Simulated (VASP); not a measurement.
# Cd (Im-3m) in VASP: settings compared

One crystal, Cd, is run at these levels: r2SCAN, SCAN, optB88-vdW, vdW-DF-cx; tasks: relaxation of cell and atoms.

All numbers are computed with VASP 6.6.1; they aren't measurements. Logs are shortened: lines on timing, memory, paths and dates and some standing lists are left out, and cuts for length are marked.

## (1) Starting point

The structure is cubic, space group Im-3m (No. 229). The conventional cell has a = 3.569 Å, b = 3.569 Å, c = 3.569 Å, α = 90.00°, β = 90.00°, γ = 90.00°. Cd (site symmetry m-3m) is surrounded by 8 Cd at 3.09 Å.

This isn't the form of Cd at room conditions, which is hcp.

## (2) Relaxation of cell and atoms, r2SCAN

File INCAR:

```
SYSTEM = Cd
PREC = Accurate
ENCUT = 600
EDIFF = 1E-7
ISMEAR = -1
SIGMA = 0.05
LREAL = .False.
LASPH = .True.
NELM = 100
ALGO = Normal
ISIF = 3
LWAVE = .False.
LCHARG = .False.
METAGGA = R2SCAN
LMIXTAU = .True.
IBRION = 2
NSW = 40
EDIFFG = -0.01
```

File KPOINTS:

```
Automatic mesh
0
Gamma
  10 10 10
  0 0 0
```

File POSCAR:

```
Cd
1.0
   -1.7843220000      1.7843220000      1.7843220000
    1.7843220000     -1.7843220000      1.7843220000
    1.7843220000      1.7843220000     -1.7843220000
Cd
1
Direct
    0.0000000000      0.0000000000      0.0000000000
```

Potentials or basis: VASP PAW PBE potentials, release 64 (Cd).

Launch:

```console
> cat potpaw_PBE.64/Cd/POTCAR > POTCAR
> mpirun -np 1 vasp_std > vasp.out
```

OUTCAR:

```text
SYSTEM = Cd
   PREC = Accurate
   ENCUT = 600
   EDIFF = 1E-7
   ISMEAR = -1
   LREAL = .False.
   LASPH = .True.
   NELM = 100
   ISIF = 3
   METAGGA = R2SCAN
   IBRION = 2
   NSW = 40
   EDIFFG = -0.01

 ion  position               nearest neighbor table
   1  0.000  0.000  0.000-

  LATTYP: Found a body centered cubic cell.
 ALAT       =     3.5686440000

  Lattice vectors:

 A1 = (  -1.7843220000,   1.7843220000,   1.7843220000)
 A2 = (   1.7843220000,  -1.7843220000,   1.7843220000)
 A3 = (   1.7843220000,   1.7843220000,  -1.7843220000)

Analysis of symmetry for initial positions (statically):
=====================================================================
 Subroutine PRICEL returns:
 Original cell was already a primitive cell.

 Routine SETGRP: Setting up the symmetry group for a
 body centered cubic supercell.

 Subroutine GETGRP returns: Found 48 space group operations
 (whereof 48 operations were pure point group operations)
 out of a pool of 48 trial point group operations.

The static configuration has the point symmetry O_h .

Analysis of symmetry for dynamics (positions and initial velocities):
=====================================================================
 Subroutine PRICEL returns:
 Original cell was already a primitive cell.

 Routine SETGRP: Setting up the symmetry group for a
 body centered cubic supercell.

 Subroutine GETGRP returns: Found 48 space group operations
 (whereof 48 operations were pure point group operations)
 out of a pool of 48 trial point group operations.

The dynamic configuration has the point symmetry O_h .

 Subroutine INISYM returns: Found 48 space group operations
 (whereof 48 operations are pure point group operations),
 and found     1 'primitive' translations

----------------------------------------------------------------------------------------

                                     Primitive cell

  volume of cell :      22.7237

  direct lattice vectors                    reciprocal lattice vectors
    -1.784322000  1.784322000  1.784322000     0.000000000  0.280218481  0.280218481
     1.784322000 -1.784322000  1.784322000     0.280218481  0.000000000  0.280218481
     1.784322000  1.784322000 -1.784322000     0.280218481  0.280218481  0.000000000

  length of vectors
     3.090536361  3.090536361  3.090536361     0.396288776  0.396288776  0.396288776

  position of ions in fractional coordinates (direct lattice)
     0.000000000  0.000000000  0.000000000

  ion indices of the primitive-cell ions
   primitive index   ion index
                 1           1

----------------------------------------------------------------------------------------

 KPOINTS: Automatic mesh

Automatic generation of k-mesh.
 Grid dimensions read from file:
 generate k-points for:   10   10   10

 Generating k-lattice:

  Cartesian coordinates                     Fractional coordinates (reciprocal lattice)
     0.000000000  0.028021848  0.028021848     0.100000000  0.000000000  0.000000000
     0.028021848  0.000000000  0.028021848     0.000000000  0.100000000  0.000000000
     0.028021848  0.028021848  0.000000000     0.000000000  0.000000000  0.100000000

  Length of vectors
     0.039628878  0.039628878  0.039628878

  Shift w.r.t. Gamma in fractional coordinates (k-lattice)
     0.000000000  0.000000000  0.000000000

 Subroutine IBZKPT returns following result:
 ===========================================

 Found     47 irreducible k-points:

 Following reciprocal coordinates:
            Coordinates               Weight
  0.000000  0.000000  0.000000      1.000000
  0.100000  0.000000  0.000000     12.000000
  0.200000  0.000000  0.000000     12.000000
  0.300000  0.000000  0.000000     12.000000
  0.400000  0.000000  0.000000     12.000000
  0.500000  0.000000  0.000000      6.000000
[... 16 lines left out ...]
  0.300000  0.300000  0.100000      8.000000
 -0.300000  0.300000  0.100000     24.000000
 [... further k-points ...]
   k-points           NKPTS =     47   k-points in BZ     NKDIM =     47   number of bands    NBANDS=     10
   number of dos      NEDOS =    301   number of ions     NIONS =      1
   total plane-waves  NPLWV =  21952
   dimension x,y,z NGX =    28 NGY =   28 NGZ =   28
   dimension x,y,z NGXF=    56 NGYF=   56 NGZF=   56
   ions per type =               1
   NGX,Y,Z   is equivalent  to a cutoff of  15.06, 15.06, 15.06 a.u.
   NGXF,Y,Z  is equivalent  to a cutoff of  30.12, 30.12, 30.12 a.u.
 SYSTEM =  Cd
   PREC   = accura    normal or accurate (medium, high low for compatibility)
   ISTART =      0    job   : 0-new  1-cont  2-samecut
   ICHARG =      2    charge: 1-file 2-atom 10-const
   ISPIN  =      1    spin polarized calculation?
   LNONCOLLINEAR =      F non collinear calculations
   LSORBIT =      F    spin-orbit coupling
   LASPH  =      T    aspherical Exc in radial PAW
   ENCUT  =  600.0 eV  44.10 Ry    6.64 a.u.   6.17  6.17  6.17*2*pi/ulx,y,z
   NELM   =    100;   NELMIN=  2; NELMDL= -5     # of ELM steps
   EDIFF  = 0.1E-06   stopping-criterion for ELM
   LREAL  =      F    real-space projection
   EDIFFG = -.1E-01   stopping-criterion for IOM
   NSW    =     40    number of steps for IOM
   IBRION =      2    ionic relax: 0-MD 1-quasi-New 2-CG
   NFREE  =      1    steps in history (QN), initial steepest desc. (CG)
   ISIF   =      3    stress and relaxation
   ISYM   =      2    0-nonsym 1-usesym 2-fastsym
   POTIM  = 0.5000    time-step for ionic-motion
   TEBEG  =    0.0;   TEEND  =   0.0 temperature during run
   PSTRESS=    0.0 pullay stress
   NELECT =      12.0000    total number of electrons
   NUPDOWN=      -1.0000    fix difference up-down
   EMIN   =  10.00;   EMAX   =-10.00  energy-range for DOS
   EFERMI =   0.00;   METHOD = LEGACY
   ISMEAR =    -1;   SIGMA  =   0.05  broadening in eV -4-tet -1-fermi 0-gaus
   EFERMI_NEDOS =   21; number of points for ismear=-14 and -15
   IALGO  =     38    algorithm
   IMIX   =      4    mixing-type and parameters
     AMIX     =   0.40;   BMIX     =  1.00
     AMIX_MAG =   1.60;   BMIX_MAG =  1.00
  volume/ion in A,a.u.               =      22.72       153.35
  Fermi-wavevector in a.u.,A,eV,Ry     =   1.323250  2.500581 23.823686  1.750992
  Thomas-Fermi vector in A             =   2.452872
   LORBIT       =      0    0 simple, 1 ext, 2 COOP (PROOUT), +10 PAW based schemes
   METAGGA = R2SCAN    functional components
   LHFCALC =     F    Hartree Fock is set to
   AEXX    =    0.0000 exact exchange contribution
   IVDW    =     0    specifies the selected vdW correction
   LEPSILON=     F    determine dielectric tensor
   LRPA    =     F    only Hartree local field effects (RPA)
 conjugate gradient relaxation of ions
 non-spin polarized calculation
  energy-cutoff  :      600.00
  volume of cell :       22.72
 maximum number of plane-waves:       771
 NGX is ok and might be reduce to    28
   NGX = 13   NGY = 13   NGZ = 13

--------------------------------------- Ionic step        1  -------------------------------------------

 number of electron      11.9999997 magnetization

 Free energy of the ion-electron system (eV)
  ---------------------------------------------------
  ext. energy  EPLUGINS =         0.00000000
  ---------------------------------------------------
  free energy    TOTEN  =       -20.01907636 eV

  energy without entropy =      -20.01360741  energy(sigma->0) =      -20.01634189

------------------------ aborting loop because EDIFF is reached ----------------------------------------

  FORCE on cell =-STRESS in cart. coord.  units (eV):
  Direction    XX          YY          ZZ          XY          YZ          ZX
  --------------------------------------------------------------------------------------
  -------------------------------------------------------------------------------------
  Total       -0.1830614     -0.1830614     -0.1830614      0.0000000     -0.0000000     -0.0000000
  in kB      -12.9070676    -12.9070676    -12.9070676      0.0000000     -0.0000000     -0.0000000
  external PRESSURE =     -12.9070676 kB  Pullay stress =       0.0000000 kB
[... 55 lines left out ...]
  energy  without entropy=      -20.0172285370  energy(sigma->0) =      -20.01954170

--------------------------------------- Ionic step        3  -------------------------------------------

 number of electron      11.9999999 magnetization

 Free energy of the ion-electron system (eV)
  ---------------------------------------------------
  ext. energy  EPLUGINS =         0.00000000
  ---------------------------------------------------
  free energy    TOTEN  =       -20.02188401 eV

  energy without entropy =      -20.01733650  energy(sigma->0) =      -20.01961026

 E-fermi :   3.0006     XC(G=0): -11.7225

 val. band max:        2.9820388948   @ k =  -0.4000   0.4000   0.4000
 cond. band min:       3.0383913766   @ k =  -0.4000  -0.4000   0.1000
 fundamental gap:      0.0563524818
 Fermi energy:         3.0006356711

 k-point     1 :       0.0000    0.0000    0.0000
  band No.  band energies     occupation
      1      -6.9222      2.00000
      2      -6.9222      2.00000
      3      -6.9222      2.00000
      4      -6.3389      2.00000
      5      -6.2694      2.00000
      6      -6.2694      2.00000
      7      18.9829      0.00000
      8      18.9829      0.00000
      9      18.9829      0.00000
     10      19.9201      0.00000
[... 287 lines left out ...]
 k-point    24 :      -0.3000    0.3000    0.1000
  band No.  band energies     occupation
      1      -7.0522      2.00000
      2      -7.0409      2.00000
      3      -6.4787      2.00000
      4      -6.3258      2.00000
      5      -6.2516      2.00000
      6      -3.2713      2.00000
      7       8.3326      0.00000
      8      12.9765      0.00000
      9      13.7408      0.00000
     10      18.1300      0.00000

 [... further k-points ...]

------------------------ aborting loop because EDIFF is reached ----------------------------------------

  FORCE on cell =-STRESS in cart. coord.  units (eV):
  Direction    XX          YY          ZZ          XY          YZ          ZX
  --------------------------------------------------------------------------------------
  -------------------------------------------------------------------------------------
  Total       -0.0006779     -0.0006779     -0.0006779      0.0000000     -0.0000000      0.0000000
  in kB       -0.0492186     -0.0492186     -0.0492186      0.0000000     -0.0000000      0.0000000
  external PRESSURE =      -0.0492186 kB  Pullay stress =       0.0000000 kB
[... 16 lines left out ...]
  FREE ENERGIE OF THE ION-ELECTRON SYSTEM (eV)
  ---------------------------------------------------
  free  energy   TOTEN  =       -20.0218840104 eV

  energy  without entropy=      -20.0173365033  energy(sigma->0) =      -20.01961026

 reached required accuracy - stopping structural energy minimisation
```

It took 2.1 min on 1 thread of Intel Xeon Platinum 8488C (Sapphire Rapids), shared host; peak memory 0.17 GiB.

Results:

- Free energy: -20.0219 eV
- Relaxed volume: 22.07 Å³/atom
- Relaxed cell: a = 3.060 Å, b = 3.060 Å, c = 3.060 Å, α = 109.47°, β = 109.47°, γ = 109.47°
- Space group after relaxing (to 0.05 Å): Im-3m (No. 229)
- Energy gained by relaxing: 2.8 meV/atom
- Ionic steps: 3
- Pressure after relaxing: 0.0 GPa
- Band gap on the k mesh: none (metal or under the smearing width)

Step by step:
```csv
step,energy change (eV),largest force (eV/Å),pressure (GPa),volume (Å³)
1,0.0000,0.0000,-1.29,22.72
2,-0.0028,0.0000,-0.14,22.13
3,-0.0028,0.0000,0.00,22.07
```

Final structure:
```
CELL_PARAMETERS angstrom
-1.76694 1.76694 1.76694
1.76694 -1.76694 1.76694
1.76694 1.76694 -1.76694
ATOMIC_POSITIONS crystal
Cd 0.00000 0.00000 0.00000
```

Levels at points of the mesh, in eV from the Fermi level:
| k point | band 4 | band 5 | band 6 | band 7 | band 8 | band 9 |
| --- | --- | --- | --- | --- | --- | --- |
| (0.00, 0.00, 0.00) | -9.34 | -9.27 | -9.27 | 15.98 | 15.98 | 15.98 |
| (0.50, 0.00, 0.00) | -9.24 | -8.83 | -2.42 | -1.10 | 9.68 | 10.32 |
| (0.50, 0.50, 0.50) | -8.94 | -8.94 | 3.43 | 3.43 | 3.43 | 6.01 |

Caveat: the PAW data sets were made with another functional, which shifts forces and pressure a little.

## (3) Relaxation of cell and atoms, SCAN

INCAR: that of step 2 with these lines changed.

```diff
@@ -13,3 +13,3 @@
 LCHARG = .False.
-METAGGA = R2SCAN
+METAGGA = SCAN
 LMIXTAU = .True.
```

KPOINTS is that of step 2.

POSCAR is that of step 2.

Potentials or basis: VASP PAW PBE potentials, release 64 (Cd).

Launch:

```console
> cat potpaw_PBE.64/Cd/POTCAR > POTCAR
> mpirun -np 1 vasp_std > vasp.out
```

Wall time 3 min (1 thread of Intel Xeon Platinum 8488C (Sapphire Rapids), shared host); peak memory 0.18 GiB.

Results (log left out):

```yaml
Free_energy: -30.3174 eV
Relaxed_volume: 21.63 Å³/atom
Relaxed_cell: a = 3.040 Å, b = 3.040 Å, c = 3.040 Å, α = 109.47°, β = 109.47°, γ = 109.47°
Space_group_after_relaxing_to_0.05_Å: Im-3m (No. 229)
Energy_gained_by_relaxing: 6.3 meV/atom
Ionic_steps: 4
Pressure_after_relaxing: 0.0 GPa
Band_gap_on_the_k_mesh: none (metal or under the smearing width)
```

Step by step:
| step | energy change (eV) | largest force (eV/Å) | pressure (GPa) | volume (Å³) |
| --- | --- | --- | --- | --- |
| 1 | 0.0000 | 0.0000 | -2.09 | 22.72 |
| 2 | -0.0064 | 0.0000 | -0.33 | 21.76 |
| 3 | -0.0063 | 0.0000 | 0.08 | 21.59 |
| 4 | -0.0063 | 0.0000 | 0.00 | 21.63 |

Final structure:
```
Cd
1.0
    -1.75513    1.75513    1.75513
     1.75513   -1.75513    1.75513
     1.75513    1.75513   -1.75513
Cd
1
Direct
  0.00000 0.00000 0.00000
```

Levels at points of the mesh, in eV from the Fermi level:
| k point | band 4 | band 5 | band 6 | band 7 | band 8 | band 9 |
| --- | --- | --- | --- | --- | --- | --- |
| (0.00, 0.00, 0.00) | -9.49 | -9.23 | -9.23 | 16.14 | 16.14 | 16.14 |
| (0.50, 0.00, 0.00) | -9.20 | -8.77 | -2.48 | -1.09 | 9.71 | 10.40 |
| (0.50, 0.50, 0.50) | -8.88 | -8.88 | 3.41 | 3.41 | 3.41 | 6.10 |

Caveat: the PAW data sets were made with another functional, which shifts forces and pressure a little.

## (4) Relaxation of cell and atoms, optB88-vdW

INCAR: that of step 3 with these lines changed.

```diff
@@ -13,4 +13,7 @@
 LCHARG = .False.
-METAGGA = SCAN
-LMIXTAU = .True.
+GGA = BO
+LUSE_VDW = .True.
+AGGAC = 0.0
+PARAM1 = 0.1833333333
+PARAM2 = 0.22
 IBRION = 2
```

KPOINTS is that of step 3.

POSCAR is that of step 3.

Launch:

```console
> cat potpaw_PBE.64/Cd/POTCAR > POTCAR
> mpirun -np 1 vasp_std > vasp.out
```

Wall time 77 s (1 thread of Intel Xeon Platinum 8488C (Sapphire Rapids), shared host); peak memory 0.33 GiB.

The run converged. Its results:

```
Free energy                            : 2.5644 eV
Relaxed volume                         : 23.37 Å³/atom
Relaxed cell                           : a = 3.120 Å, b = 3.120 Å, c = 3.120 Å, α = 109.47°, β = 109.47°, γ = 109.47°
Space group after relaxing (to 0.05 Å) : Im-3m (No. 229)
Energy gained by relaxing              : 2.3 meV/atom
Ionic steps                            : 3
Pressure after relaxing                : 0.0 GPa
Band gap on the k mesh                 : none (metal or under the smearing width)
```

The path:
| step | energy change (eV) | largest force (eV/Å) | pressure (GPa) | volume (Å³) |
| --- | --- | --- | --- | --- |
| 1 | 0.0000 | 0.0000 | 1.12 | 22.72 |
| 2 | -0.0022 | 0.0000 | 0.21 | 23.25 |
| 3 | -0.0023 | 0.0000 | 0.01 | 23.37 |

Final structure:
```
Cd
1.0
    -1.80119    1.80119    1.80119
     1.80119   -1.80119    1.80119
     1.80119    1.80119   -1.80119
Cd
1
Direct
  0.00000 0.00000 0.00000
```

Levels at points of the mesh, in eV from the Fermi level:
```
           k point  band 3  band 4  band 5  band 6  band 7  band 8  band 9  band 10
(0.00, 0.00, 0.00)   -9.25   -8.68   -8.68   -8.45   15.08   15.08   15.08    15.34
(0.50, 0.00, 0.00)   -8.71   -8.66   -8.30   -1.91   -1.22    8.74    9.73    13.24
(0.50, 0.50, 0.50)   -8.39   -8.39   -8.39    3.25    3.25    3.25    4.85     7.92
```

Caveat: the PAW data sets were made with another functional, which shifts forces and pressure a little.

(Continued in part 2 of 2.)
